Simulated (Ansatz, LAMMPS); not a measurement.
# Relaxing amorphous SiO2 (96 atoms), part 4 of 4

Wanted: the relaxed structure of amorphous SiO2 (96 atoms) and its electronic structure.

Ansatz 0.2.0; Kohn-Sham DFT, PBE, PAW (set soft_2), plane waves.

The cell: 32 Si and 64 O. The quench rate of 50 K/ps is many orders above laboratory rates. The starting topology of bonds comes from the classical model. Only the Γ point is sampled in the main run, in a cell whose shortest periodic width is 11 Å.

So far. Step 4 (Relaxation): The relaxation changed the energy by -54.7 meV/atom, and atoms moved by 0.40 Å r.m.s., 1.3 Å at most. Step 7 (K-mesh 2×2×2): Forces differ from those of the single point at the relaxed geometry by 1.7 meV/Å r.m.s.; the energy by -0.28 meV/atom. It took 3.2 min and 9 cycles; the reference's time can't be set against it, since the two runs asked for unlike analyses.

### Step 8. Functional HSE06

HSE06 mixes in a quarter of exact exchange at short range, which counters self-interaction, at a higher cost.

This step: Kohn-Sham DFT, HSE06, PAW (set soft_2), plane waves (Ansatz 0.2.0).

The input, input.yaml:

```yaml
crystal:
  lattice:
    - [11.1551, 0.0, 0.0]
    - [0.0, 11.1551, 0.0]
    - [0.0, 0.0, 11.1551]
  atoms:
    [... the 96 atom lines of step 6 ...]
kpoints:
  mp_grid: { grid: [1, 1, 1] }
hamiltonian:
  xc: hse06
scf:
  occupations: { method: fermi_dirac, width: 0.025 }
output:
  forces: true
  stress: true
  populations: true
  dos:
    method: { smearing: { sigma: 0.08 } }
    de: 0.05
    projected: { site_lists: { O: [O], Si: [Si] } }
  eigenvalues: true
```

Started as:

```
$ ansatz run input.yaml --threads 4 --pin off --max-ram 8192MiB --backend cpu --events-out ev --progress --plain --runs-dir out
```

Numbers of over 12 decimals in the logs are rounded to 6 here.

Log:

```text
Warning: output.stress: scf.convergence.dr2_threshold = 1e-7 eV (the SCF's general default) is looser than the 1.6e-9 eV advised for a printed stress (1e-10 eV for each atom of the cell: 96, of which 16 are counted). What an SCF threshold leaves in a stress goes as its square root, and in the free energy as the threshold itself, and one threshold admits the most on a small cell: [...]
Warning: output.stress: scf.exx.energy_threshold = 1e-6 eV is looser than the 1.6e-7 eV advised for a stress under a hybrid functional (1e-8 eV for each atom of the cell: 96, of which 16 are counted). Every SCF of the exchange loop can meet its threshold on dr2 while the loop round them stops early: [...]
exact exchange: scf.exx.singularity resolves to wigner_seitz, which cuts the screened interaction at the faces of the exchange supercell's Wigner-Seitz cell, so that each pair interacts once, at the shortest of its separations (the periodic images that this leaves out come, [...]
[...]
Crystal: 96 atoms, lattice volume = 1388.099 Å³
Basis set: ecut = 420 eV, 27201 PW (Γ), exchange–correlation on 150×150×150 points (8 copies of the dense FFT grid, shifted against one another)
Bands: 352, of which v1, the nominal top of the filled ones, is band 256 counted from 1 (255 counted from 0)
Symmetry: 1 space group operations
[...]
k-points: 1
[...]
SCF iter   1: F=—  HF=-56759.612852 eV  |F-HF|=—  |Δ(HF+E_count)|=         —  Δρ=2.14e-3  dr2=7.78e-2  ethr=1.77e-3  ⟨swp⟩=14.0  Hψ=2111  notcnv=0
[...]
SCF iter   4: F=-56759.629225 eV  HF=-56759.629066 eV  |F-HF|=1.59e-4  |Δ(HF+E_count)|=   1.74e-3  Δρ=2.28e-4  dr2=4.30e-4  ethr=4.80e-7  ⟨swp⟩=4.0  Hψ=858  notcnv=0  defer=2
SCF 1 stopped early in 4 iterations: F = -56759.629225 eV  dr2 = 4.30e-4
[...]
Exchange kernel: α = 0.2500, screened, ω = 0.2079 Å⁻¹, Wigner–Seitz truncation, v(0) = 953.6323 eV·Å³, q-mesh 1×1×1, nearest image of the exchange supercell L = 11.16 Å, pair-density grid 54×54×54, without the augmentation charges, whose exchange is taken in its separable form (sized by the pseudopotential files, [...]
Frozen-core exchange: fock
SCF iter   1: F=—  HF=-56769.299567 eV  |F-HF|=—  |Δ(HF+E_count)|=         —  Δρ=6.69e-3  dr2=5.16e-1  ethr=8.40e-7  ⟨swp⟩=18.0  Hψ=2066  notcnv=0
[...]
SCF iter   7: F=-56769.277848 eV  HF=-56769.277852 eV  |F-HF|=3.76e-6  |Δ(HF+E_count)|=   4.49e-5  Δρ=2.24e-5  dr2=2.63e-5  ethr=9.91e-10  ⟨swp⟩=6.0  Hψ=1506  notcnv=0  defer=3
SCF 2 stopped early in 7 iterations: F = -56769.277848 eV  dr2 = 2.63e-5
  Residual-converged pass: ⟨swp⟩=3.0  Hψ=864  notcnv=0  max |occ|·‖R‖ = 5.1e-6 eV (tolerance 6.7e-6 eV)  dr2=2.61e-5  dr2_onsite=2.57e-7  max |Δocc| = 0.0e0
[...]
hybrid outer 1: dexx = +1.887e-1 eV, tail = 1.88e-4 eV
[...]
Frozen-core exchange: fock
SCF iter   1: F=—  HF=-56769.275414 eV  |F-HF|=—  |Δ(HF+E_count)|=         —  Δρ=3.45e-5  dr2=1.05e-5  ethr=1.84e-7  ⟨swp⟩=20.0  Hψ=1165  notcnv=1
[...]
SCF iter   4: F=-56769.275415 eV  HF=-56769.275415 eV  |F-HF|=6.30e-9  |Δ(HF+E_count)|=   7.40e-8  Δρ=8.30e-7  dr2=8.46e-9  ethr=7.10e-11  ⟨swp⟩=6.0  Hψ=856  notcnv=0  defer=6
SCF 3 converged in 4 iterations: F = -56769.275415 eV  dr2 = 8.46e-9
[...]
hybrid outer 2: dexx = +2.300e-6 eV, tail = 4.78e-8 eV, Δε = 8.99e-4 eV (about 1.46e-5 eV left of the loop's levels), ΔF = 6.69e-3 eV/Å (tail 4.50e-4)
hybrid SCF converged: 2 outer / 11 inner (+4 warm-up), last move |dexx| = 2.30e-6 eV, tail = 4.78e-8 eV
Stability not checked: this state was not tested for a lower state beside it, because the functional holds exact exchange (a hybrid, or Hartree-Fock), whose exchange loop this test does not read (fock_operator; see scf.lower_state_search)
Free energy (F): -56769.275415 eV
Frozen-core exchange: fock
[...]
Internal energy: -56769.275415 eV  (E = F + TS)
E sigma→0 (E₀):  -56769.275415 eV
Fermi energy:    3.512286 eV
[...]
Σ components = -56769.275415   (vs F -56769.275415, Δ=0.00e0)
--- Forces (eV/Å), atoms counted from 1 ---
  atom   1  Si    -0.05459859     0.15489012    -0.05788229
  atom   2  Si     0.00091100    -0.02133021     0.00722144
  atom   3  Si    -0.07800133     0.03353819    -0.04407026
  atom   4  Si     0.02768267    -0.12257448     0.21542554
[...]
atom  96  O      0.17779380     0.26087482     0.17940972
  max |Σ_I F_I| component: 2.24e-4 eV/Å
--- Stress (GPa, compression-positive) ---
       -4.783578      -1.797646      -1.187663
       -1.797645      -6.458841       0.778406
       -1.187664       0.778404      -3.917072
  P = ⅓ Tr σ = -5.0532 GPa (-50.532 kbar)
--- Band table (eV) ---
[...]
--- Löwdin populations: 96 sites ---
  site symbol       q [e]
     0     Si      2.2045
     1     Si      2.1642
     2     Si      2.1545
[...]
95      O      6.8118
  spilling = 0.013933 (of n_electrons = 512.000000)
```

The job ended after 4.5 min (4 threads of Arm Neoverse V2, shared host; peak memory 4 GiB).

The program notes that the exchange threshold is loose for the stress and the SCF threshold is loose for the stress.

Geometry and reference: those of the single point at the relaxed geometry.

Forces differ from those of the single point at the relaxed geometry by 198 meV/Å r.m.s.; the pressure by -4.8 GPa and the gap by +1.8 eV. It took 4.5 min and 15 cycles; the reference's time can't be set against it, since the two runs asked for unlike analyses.

Numbers from this run:

```
free energy                                      : -56769.2754 eV
free energy per atom                             : -591.3466 eV/atom
SCF cycles                                       : 15
pressure                                         : -5.053 GPa
r.m.s. force component                           : 0.1979 eV/Å
longest force                                    : 0.6643 eV/Å
Fermi energy                                     : 3.512 eV
gap (highest filled to lowest empty level) : 5.701 eV
spilling of the projection                       : 0.01393
```

Length of the force by element and coordination:

```
element  coordination  atoms  mean length of the force (eV/Å)  spread   least    most
      O           all     64                            0.388    0.14  0.0341   0.664
     Si           all     32                           0.0958  0.0483  0.0206   0.249
     Si             3      1                           0.0735       0  0.0735  0.0735
     Si             4     30                           0.0939  0.0476  0.0206   0.249
     Si             5      1                            0.174       0   0.174   0.174
```

Löwdin charges by element and coordination (they lack the spilled electrons, 0.074 e an atom on average):

```
element  coordination  atoms  mean charge (e)  spread   least    most
      O           all     64           -0.810   0.013  -0.835  -0.749
     Si           all     32             1.84  0.0195    1.80    1.89
     Si             3      1             1.89       0    1.89    1.89
     Si             4     30             1.84   0.016    1.80    1.87
     Si             5      1             1.80       0    1.80    1.80
```

Density of states as counts of states in windows of 1 eV (from the Fermi level), total and the larger projections:

```
from (eV)  to (eV)  total   O p  Si p
      -18      -14    0.0   0.0   0.0
      -14      -13    0.6   0.4   0.0
      -13      -12   14.8   9.9   0.5
      -12      -11   16.0  11.0   1.1
      -11      -10   19.2  13.7   2.1
      -10       -9   24.6  18.6   4.5
       -9       -8   47.4  36.9   9.3
       -8       -7   19.9  15.8   2.6
       -7       -6   51.2  44.4   3.6
       -6       -5   69.5  64.5   2.4
       -5       -4   79.2  75.3   1.6
       -4       -3   39.6  38.5   0.4
       -3       -2    2.0   2.0   0.0
       -2        2    0.0   0.0   0.0
        2        3    2.0   0.2   0.1
        3        4    3.6   0.5   1.6
        4        5    2.4   0.3   0.8
```

Between -25 and -18 eV lie 128 more states.

The levels nearest the highest filled one (over half full), pooled over k-points and spins:

```
level less the highest filled one (eV)  occupation
                                -0.635           2
                                -0.618           2
                                -0.608           2
                                -0.506           2
                                -0.290           2
                                     0           2
                                  5.70           0
                                  6.67           0
                                  6.78           0
                                  7.65           0
                                  8.06           0
                                  8.30           0
```

### Step 9. Functional r2SCAN (500 eV)

The meta-GGA r2SCAN uses the kinetic energy density as well as the density and its gradient. Besides, the cutoff goes from 420 to 500 eV.

This step: Kohn-Sham DFT, r2SCAN, PAW (set soft_2), plane waves (Ansatz 0.2.0).

input.yaml: that of step 8 with these lines changed.

```diff
@@ -10,3 +10,3 @@
 hamiltonian:
-  xc: hse06
+  xc: r2scan
 scf:
```

Log:

```text
[...]
Crystal: 96 atoms, lattice volume = 1388.099 Å³
Basis set: ecut = 500 eV, 35273 PW (Γ), exchange–correlation on 360×360×360 points (64 copies of the dense FFT grid, shifted against one another)
Bands: 352, of which v1, the nominal top of the filled ones, is band 256 counted from 1 (255 counted from 0)
Symmetry: 1 space group operations
[...]
k-points: 1
[...]
SCF iter   1: F=—  HF=-56947.929554 eV  |F-HF|=—  |Δ(HF+E_count)|=         —  Δρ=7.35e-3  dr2=8.13e-1  dr2_τ=7.83e0  ethr=1.77e-3  ⟨swp⟩=7.0  Hψ=1760  notcnv=0  defer=52
[...]
SCF iter   9: F=—  HF=-56950.456322 eV  |F-HF|=—  |Δ(HF+E_count)|=   3.08e-7  Δρ=2.45e-6  dr2=1.02e-7  dr2_τ=4.04e-9  ethr=2.94e-10  ⟨swp⟩=2.0  Hψ=452  notcnv=0  defer=92
SCF iter  10: F=-56950.456322 eV  HF=-56950.456322 eV  |F-HF|=7.09e-9  |Δ(HF+E_count)|=   1.07e-7  Δρ=1.30e-6  dr2=1.98e-8  dr2_τ=2.41e-9  ethr=1.95e-11  ⟨swp⟩=16.0  Hψ=2088  notcnv=0
SCF 1 converged in 10 iterations: F = -56950.456322 eV  dr2 = 1.98e-8
[...]
SCF converged after 10 iterations
Free energy (F): -56950.456322 eV
[...]
Internal energy: -56950.456322 eV  (E = F + TS)
E sigma→0 (E₀):  -56950.456322 eV
Fermi energy:    3.810352 eV
[...]
Σ components = -56950.456322   (vs F -56950.456322, Δ=0.00e0)
--- Forces (eV/Å), atoms counted from 1 ---
  atom   1  Si    -0.03257997     0.13039796    -0.05054535
  atom   2  Si     0.00175174    -0.01277891     0.01033259
  atom   3  Si    -0.06755050     0.02318099    -0.03521721
  atom   4  Si     0.01762113    -0.10106441     0.20149573
[...]
atom  96  O      0.15800131     0.21873298     0.15231296
  max |Σ_I F_I| component: 6.34e-5 eV/Å
--- Stress (GPa, compression-positive) ---
       -4.657710      -1.760536      -1.199147
       -1.760536      -6.318233       0.806039
       -1.199146       0.806035      -3.820739
  P = ⅓ Tr σ = -4.9322 GPa (-49.322 kbar)
--- Band table (eV) ---
[...]
--- Löwdin populations: 96 sites ---
  site symbol       q [e]
     0     Si      2.1925
     1     Si      2.1602
     2     Si      2.1505
[...]
95      O      6.8147
  spilling = 0.013718 (of n_electrons = 512.000000)
```

The job ended after 53 s (4 threads; peak memory 4 GiB).

Geometry and reference: those of the single point at the relaxed geometry.

Forces differ from those of the single point at the relaxed geometry by 167 meV/Å r.m.s.; the pressure by -4.7 GPa and the gap by +0.65 eV. It took 53 s and 10 cycles; the reference's time can't be set against it, since the two runs asked for unlike analyses.

### Step 10. Functional PBEsol

PBEsol restores the gradient expansion of exchange for slowly varying densities and usually gives shorter bonds in solids than PBE.

This step: Kohn-Sham DFT, PBEsol, PAW (set soft_2), plane waves (Ansatz 0.2.0).

input.yaml: that of step 9 with these lines changed.

```diff
@@ -10,3 +10,3 @@
 hamiltonian:
-  xc: r2scan
+  xc: pbesol
 scf:
```

Log:

```text
[...]
Crystal: 96 atoms, lattice volume = 1388.099 Å³
Basis set: ecut = 420 eV, 27201 PW (Γ), exchange–correlation on 150×150×150 points (8 copies of the dense FFT grid, shifted against one another)
Bands: 352, of which v1, the nominal top of the filled ones, is band 256 counted from 1 (255 counted from 0)
Symmetry: 1 space group operations
[...]
k-points: 1
[...]
SCF iter   1: F=—  HF=-55881.454297 eV  |F-HF|=—  |Δ(HF+E_count)|=         —  Δρ=1.14e-2  dr2=1.40e0  ethr=1.77e-3  ⟨swp⟩=7.0  Hψ=1766  notcnv=0  defer=51
[...]
SCF iter   9: F=—  HF=-55881.048609 eV  |F-HF|=—  |Δ(HF+E_count)|=   5.89e-7  Δρ=3.99e-6  dr2=1.73e-7  ethr=1.95e-11  ⟨swp⟩=15.0  Hψ=2160  notcnv=0
SCF iter  10: F=-55881.048609 eV  HF=-55881.048609 eV  |F-HF|=1.11e-8  |Δ(HF+E_count)|=   3.45e-9  Δρ=6.90e-7  dr2=7.95e-9  ethr=1.95e-11  ⟨swp⟩=4.0  Hψ=1060  notcnv=0
SCF 1 converged in 10 iterations: F = -55881.048609 eV  dr2 = 7.95e-9
[...]
SCF converged after 10 iterations
Free energy (F): -55881.048609 eV
[...]
Internal energy: -55881.048609 eV  (E = F + TS)
E sigma→0 (E₀):  -55881.048609 eV
Fermi energy:    3.811128 eV
[...]
Σ components = -55881.048609   (vs F -55881.048609, Δ=0.00e0)
--- Forces (eV/Å), atoms counted from 1 ---
  atom   1  Si    -0.02611153     0.08100097    -0.00727146
  atom   2  Si     0.03101368    -0.00658649    -0.01369702
  atom   3  Si     0.00362050     0.02454809    -0.00870288
  atom   4  Si    -0.04700231    -0.03749440    -0.04837205
[...]
atom  96  O      0.05883766     0.11207683     0.06776978
  max |Σ_I F_I| component: 2.23e-5 eV/Å
--- Stress (GPa, compression-positive) ---
       -2.425747      -1.596311      -1.122539
       -1.596311      -3.961284       0.769533
       -1.122539       0.769531      -1.691994
  P = ⅓ Tr σ = -2.6930 GPa (-26.930 kbar)
--- Band table (eV) ---
[...]
--- Löwdin populations: 96 sites ---
  site symbol       q [e]
     0     Si      2.2940
     1     Si      2.2543
     2     Si      2.2427
[...]
95      O      6.7656
  spilling = 0.013946 (of n_electrons = 512.000000)
```

Wall time 20 s (4 threads); peak memory 1.6 GiB.

Geometry and reference: those of the single point at the relaxed geometry.

Forces differ from those of the single point at the relaxed geometry by 63 meV/Å r.m.s.; the pressure by -2.4 GPa and the gap by -0.019 eV.

### Step 11. All settings compared

Each row is set against the single point at the relaxed geometry (Kohn-Sham DFT, PBE, PAW (set soft_2), plane waves; r.m.s. force component 0.00721 eV/Å). Energies are set beside the reference only for runs with its functional, potentials and electron count. Times are for 4 threads of Arm Neoverse V2, shared host. The reference's time includes grids, which some other runs skip.

```
                       run  Δ force, r.m.s. (meV/Å)  Δ energy (meV/atom)  Δ pressure (GPa)  Δ gap (eV)  cycles     time  host memory (GiB)
                 reference                        -                    -                 -           -       9     20 s                1.6
              k-mesh 2×2×2                     1.70               -0.276            9.0e-4     -7.0e-4       9  3.2 min                6.2
          functional HSE06                      198                    -             -4.80        1.81      15  4.5 min                4.0
functional r2SCAN (500 eV)                      167                    -             -4.68       0.649      10     53 s                4.0
         functional PBEsol                     63.3                    -             -2.44     -0.0194      10     20 s                1.6
```

### Step 12. Results

```yaml
energy_change_in_the_relaxation: -54.7 meV/atom
r_m_s_displacement: 0.401 Å
largest_displacement: 1.297 Å
free_energy_per_atom: -591.2457 eV/atom
pressure: -0.2517 GPa
r_m_s_force_component: 0.00721 eV/Å
spacing_of_highest_filled_and_lowest_empty_level: 3.891 eV
wall_time_of_the_7_dft_runs: 12 min
```

**Reading.** Relaxation lowers the energy by 54.7 meV/atom and moves atoms by 0.40 Å r.m.s.; the r.m.s. force component goes from 0.69 to 0.0072 eV/Å. By the final cutoffs 0 of 126 bonded pairs parted and 2 joined. From the first step to the last the energy fell by 5.251 eV, and the largest move was 1.30 Å (O40). The O-Si bonds go from 1.616 Å (spread 0.019) to 1.638 Å (spread 0.032), and their number from 126 to 128. Counting bonds as in the table, all O atoms have 2 and 94 % of Si atoms have 4 bonded neighbours. 100 % of the oxygens bridge two formers (Si) and 0 % are non-bridging. The highest filled and lowest empty levels differ by 3.89 eV (at Γ alone); a semilocal functional tends to put such gaps too low. In a disordered cell it changes from sample to sample, and tail or defect levels can set it.

Among the changes of functional, dispersion, potentials or spin set against this reference, functional HSE06 moves the forces most, by 198 meV/Å r.m.s. The gap changes by +1.81 eV with HSE06.

Caveats: The network of bonds at the start is that of the classical potential that made the cell; in DFT 0 of its 126 bonded pairs passed out of the cutoffs and 2 came within them.

Calculation beside experiment:

```
              quantity  measured  this cell  difference                 method of the measurement
 nearest Si–O distance    1.61 Å     1.64 Å      +1.7 %         high-energy XRD, PDF Gaussian fit
nearest Si–Si distance    3.08 Å     3.08 Å      +0.0 %     diffraction, Gaussian radial peak fit
  nearest O–O distance    2.63 Å     2.66 Å      +1.1 %     diffraction, Gaussian radial peak fit
  number of O about Si         4          4      +0.0 %         high-energy XRD, PDF Gaussian fit
         Si–O–Si angle   148.3 °      142 °      -4.5 %  x-ray and neutron diffraction, model fit
```

The cell differs from the measured distances by up to 1.7 %, neighbour counts by up to 0.0 % and angles by up to 4.5 %. Distances of this cell are positions of the first main peak of g(r), or bond means where the peak is narrow; means over all bonds within a cutoff lie farther out for broad shells. The network comes from the model that made the cell; in DFT 0 of its 126 bonded pairs passed out of the cutoffs and 2 came within them. Our coordination numbers hang on a cutoff, and experiments count neighbours in their own ways.

[Logs are printed without paths, hosts, clocks, repeated set-up lines and the standing remarks that a program may print on its own settings, such as how far it seeks lower states.]

[Hosts, paths, dates, database ids (printed as entryN), source tags and the programs' standing remarks are cut or masked in the printed files.]
